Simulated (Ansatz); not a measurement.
CdGeAs2, 8 atoms in the cell. The structure is tetragonal, space group I-42d (No. 122). Conventional cell: a = 5.978 Å, b = 5.978 Å, c = 11.329 Å, α = 90.00°, β = 90.00°, γ = 90.00°. Cd (site symmetry -4) has 4 As at 2.65 Å as nearest neighbours. Around As (site symmetry 2) lie 2 Ge at 2.45 Å and 2 Cd at 2.65 Å. Ge (site symmetry -4) is surrounded by 4 As at 2.45 Å. The cell is a database's computed one.

| Property | Result |
| --- | --- |
| Program | Ansatz 0.2.0 |
| Task | band structure |
| Functional | PBEsol |
| Potentials or basis | all-electron LAPW, scalar-relativistic |
| Cutoff | 289 eV (chosen from the basis error) |
| Basis error allowed | 0.002 eV/atom |
| k mesh | 6 × 6 × 6 |
| Occupations | fermi-dirac, width 0.05 eV |
| Spin | no spin polarisation |

Potentials or basis: all-electron LAPW, scalar-relativistic.

Command:

```console
$ ansatz run input.yaml --threads 4 --pin off --max-ram 12288MiB --backend cpu --events-out ev --progress --plain --runs-dir out
```

Hardware: 4 threads of AMD EPYC 7R43 64-Core Processor (Zen 3), with other jobs on the host.

Problem. How long does it take, and how much memory?

Solution. Wall time 3.8 min on 4 threads of AMD EPYC 7R43 64-Core Processor (Zen 3) (shared host), peak memory 1.6 GiB. Counts: scf iterations 10, plane waves 2299, k points 30, bands 118.
